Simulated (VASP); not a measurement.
C: single point with r2SCAN

C:

```
C
1.0
     0.00000    1.77745    1.77745
     1.77745    0.00000    1.77745
     1.77745    1.77745    0.00000
C
2
Direct
  0.50000 0.50000 0.50000
  0.75000 0.75000 0.75000
```

This isn't the form of C at room conditions, which is graphite.

| Quantity | Value |
| --- | --- |
| Program | VASP 6.6.1 |
| Task | single point |
| Functional | r2SCAN |
| Potentials or basis | VASP PAW PBE potentials, release 64 (C) |
| Cutoff | 520 eV |
| k mesh | 12 × 12 × 12 |
| Occupations | gaussian, width 0.02 eV |
| Spin | no spin polarisation |
| Further INCAR settings | ALGO = Normal; EDIFF = 1e-06 |

```json
{
 "Pressure": "3.2 GPa",
 "Band gap on the k mesh": "4.37 eV, indirect (least direct gap 5.86 eV)"
}
```

Levels at points of the mesh, in eV from the valence-band top:
```csv
k point,band 1,band 2,band 3,band 4,band 5,band 6,band 7,band 8
"(0.00, 0.00, 0.00)",-22.83,0.00,0.00,0.00,5.86,5.86,5.86,14.06
"(0.50, 0.00, 0.00)",-16.83,-14.16,-3.00,-3.00,8.92,8.92,9.27,16.79
"(0.50, 0.50, 0.00)",-13.66,-13.66,-6.72,-6.72,5.02,5.02,18.03,18.03
```

Run time: 32 s on 1 thread of Intel(R) Xeon(R) Platinum 8488C (Sapphire Rapids), on a shared host, peak memory 0.11 GiB.

Caveat: the PAW data sets were made with another functional, which shifts forces and pressure a little. A k mesh can miss the band edges.
